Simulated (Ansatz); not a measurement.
## Li2H: balancing the decomposition

These are results of DFT PBE, scalar-relativistic, plane waves, PAW (Ansatz 0.2.0), not measurements. Settings: cutoff 420 eV, Γ-centred meshes spaced at most about 0.3 Å⁻¹, and about 0.25 Å⁻¹ or finer for metals (2π included), Gaussian smearing. No spin polarisation.

The zero of energy is the elements' standard structures at the same level (H₂ as a molecule); no fitted shifts are applied.

These are static total energies at zero pressure. With hydrogen, zero-point motion can shift formation energies by some tens of meV/atom.

A trial structure of Li2H (reached from: ZrMo2 type (Fd-3m) distorted into a subgroup, changed on relaxing; relaxed: space group Fd-3m (No. 227), a = 8.042 Å) has a formation energy of -0.021 eV/atom. At its composition the lowest mixture among the elements and 1 reference phase computed alike (others may be missing) consists of these:

```csv
phase,source,ΔE_f (eV/atom)
Li (solid),element,-0.004
LiH (Fm-3m),textbook type,-0.417
```

The lowest database cell of Li (-0.004) lies slightly below the reference, hence the non-zero entry.

Problem. Write the balanced decomposition and find its energy per atom, per formula unit and per mole of formula units.

Solution. Balancing Li and H gives Li2H → Li + LiH. The left side holds 3 atoms, and the products take 1/3 (Li) and 2/3 (LiH) of them. The mixture therefore lies at 1/3 × (-0.004) + 2/3 × (-0.417) = -0.279 eV/atom. The reaction energy is -0.279 − (-0.021) = -0.258 eV/atom. Times 3 atoms that is -0.774 eV per Li2H, and times 96.485 it is -75 kJ per mole of Li2H. Decomposition is downhill, so the trial structure is unstable against this mixture.
